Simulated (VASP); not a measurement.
## Results of a VASP single-point calculation on Cu₂O (strained database structure)

POSCAR

```
Cu O
 1.0000000000000000
     4.1611586921999999    0.0000000000000000    0.0000000000000000
     0.0000000000000000    4.1611586921999999    0.0000000000000000
     0.0000000000000000    0.0000000000000000    4.1611586921999999
 Cu  O
   4   2
Cartesian
  1.0402896730500000  1.0402896730500000  3.1208690191499997
  3.1208690191499997  1.0402896730500000  1.0402896730500000
  1.0402896730500000  3.1208690191499997  1.0402896730500000
  3.1208690191499997  3.1208690191499997  3.1208690191499997
  2.0805793460999999  2.0805793460999999  2.0805793460999999
  0.0000000000000000  0.0000000000000000  0.0000000000000000
```

| Property | Result |
| --- | --- |
| gap between bands v and c | 0.94 eV |
| least direct gap | 0.94 eV |

Band v is the last that the valence electrons fill when counted band by band, and c is the next. Levels in eV from the top of v:

```csv
point,v−1,v,c,c+1
Γ,0.00,0.00,0.94,1.25
X,-0.43,-0.43,2.70,2.70
M,-0.73,-0.73,2.24,2.24
R,-0.66,-0.66,2.63,2.63
```

Which of these levels of theory gave these results?
A. PBE
B. r²SCAN
C. LDA
D. PBE with spin–orbit coupling
E. HSE06
F. PBEsol
G. PBE0

B.

The INCAR was:

```
ALGO = Normal
LWAVE = .FALSE.
LCHARG = .FALSE.
METAGGA = R2SCAN
PREC = Accurate
NSW = 0
EDIFF = 1E-7
LREAL = .FALSE.
SIGMA = 0.01
NELM = 120
ISMEAR = 0
LASPH = .TRUE.
IBRION = -1
NBANDS = 37
ISIF = 2
ENCUT = 520
```
